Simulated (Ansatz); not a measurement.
# TiB2: the cost of one run

Method: DFT PBE, scalar-relativistic, plane waves, PAW, in Ansatz 0.2.0.

1 further run of the same task is left out (it didn't finish).

## Step 1: The structure to begin with

It takes space group P6/mmm (No. 191, hexagonal). The conventional cell has a = 3.029 Å, b = 3.029 Å, c = 3.228 Å, α = 90.00°, β = 90.00°, γ = 120.00°. Ti (site symmetry 6/mmm) is surrounded by 12 B at 2.38 Å. B (site symmetry -6m2) is surrounded by 3 B at 1.75 Å and 6 Ti at 2.38 Å.

Coordinates:

```cif
data_structure
_symmetry_space_group_name_H-M 'P6/mmm'
_symmetry_Int_Tables_number 191
_cell_length_a 3.0292
_cell_length_b 3.0292
_cell_length_c 3.2284
_cell_angle_alpha 90.000
_cell_angle_beta 90.000
_cell_angle_gamma 120.000
_cell_volume 25.66
loop_
_atom_site_label
_atom_site_type_symbol
_atom_site_symmetry_multiplicity
_atom_site_Wyckoff_symbol
_atom_site_fract_x
_atom_site_fract_y
_atom_site_fract_z
_atom_site_occupancy
Ti1 Ti 1 a 0.00000 0.00000 0.00000 1
B1 B 2 d 0.33333 0.66667 0.50000 1
```

The start is a polymorph listed in a database, not an invented cell.

## Step 2: The guess as it stands, on a coarse mesh

input.yaml

```yaml
crystal:
  lattice:
    - [3.02919816, 0.0, 0.0]
    - [-1.51459908, 2.62336256, 0.0]
    - [0.0, 0.0, 3.22839999]
  atoms:
    - { symbol: Ti, position: [0.0, 0.0, 0.0] }
    - { symbol: B, position: [0.33333333, 0.66666667, 0.5] }
    - { symbol: B, position: [0.66666667, 0.33333333, 0.5] }
basis:
  ecutwfc: 420
kpoints:
  mp_grid: { grid: [6, 6, 6] }
hamiltonian:
  xc: pbe
scf:
  occupations: { method: gaussian, width: 0.1 }
  lower_state_search: "off"
output:
  forces: true
  stress: true
  eigenvalues: true
```

Launch:

```
> ansatz run input.yaml --threads 1 --pin off --max-ram 2560MiB --backend cpu --events-out ev --progress --plain --runs-dir out
```

**Question.** How long does this run take on 1 thread of Intel Xeon at 2.70GHz, shared host, and how much memory does it need?

About 1.7 s, with a peak of 0.3 GiB.
